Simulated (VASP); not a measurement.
Here is a VASP 6.6.1 calculation.

File INCAR:

```
SYSTEM = Cs
PREC = Accurate
ENCUT = 600
EDIFF = 1E-6
ISMEAR = -1
SIGMA = 0.05
LREAL = .False.
LASPH = .True.
NELM = 80
ALGO = Normal
ISIF = 2
LWAVE = .False.
LCHARG = .False.
LDIPOL = .True.
IDIPOL = 3
DIPOL = 0.5 0.5 0.500
GGA = PE
NBANDS = 26
```

The input KPOINTS:

```
regular mesh
0
Gamma
  4 3 1
  0 0 0
```

The input POSCAR:

```
Cs
1.0
    5.5837899523      0.0000000000      0.0000000000
    0.0000000000      7.8966714800      0.0000000000
    0.0000000000      0.0000000000     23.3756849285
Cs
4
Direct
    0.5000000000      0.5000000000      0.3208462136
    0.0000000000      0.0000000000      0.4402820712
    0.5000000000      0.5000000000      0.5597179288
    0.0000000000      0.0000000000      0.6791537864
```

Potentials or basis: VASP PAW PBE potentials, release 54 (Cs_sv).

Run with:

```sh
$ cat potpaw_PBE.54/Cs_sv/POTCAR > POTCAR
$ mpirun -np 1 vasp_std > vasp.out
```

(1) Predict the band gap on the k mesh.

(2) Predict the largest force.

Results:

(1) none (metal or under the smearing width).

(2) 0.019 eV/Å.
